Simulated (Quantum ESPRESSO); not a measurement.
Crystal: C.

```
C
1.0
     0.00000    1.78337    1.78337
     1.78337    0.00000    1.78337
     1.78337    1.78337    0.00000
C
2
Direct
  0.75000 0.75000 0.75000
  0.50000 0.50000 0.50000
```

This isn't the form of C at room conditions, which is graphite.

Base run:

- Program: Quantum ESPRESSO 7.5
- Functional: LDA
- Potentials or basis: SG15 PBE 1.2
- Cutoff: 1197 eV
- Density cutoff: 4789 eV
- k mesh: 13 × 13 × 13
- Occupations: fermi-dirac, width 0.05 eV
- Spin: no spin polarisation

Its results: band gap on the k mesh 3.94 eV, indirect (least direct gap 5.53 eV); pressure -2.2 GPa.

Task: The run is repeated on the same cell with these changes: functional from LDA to PBE. What comes out?

Result: Band gap on the k mesh 4.19 eV, indirect (least direct gap 5.60 eV); pressure 0.4 GPa.

PBE binds less tightly than LDA, so the same cell stands under more pressure.

Caveats: the potentials were made for another functional, which shifts forces and pressure (some runs).
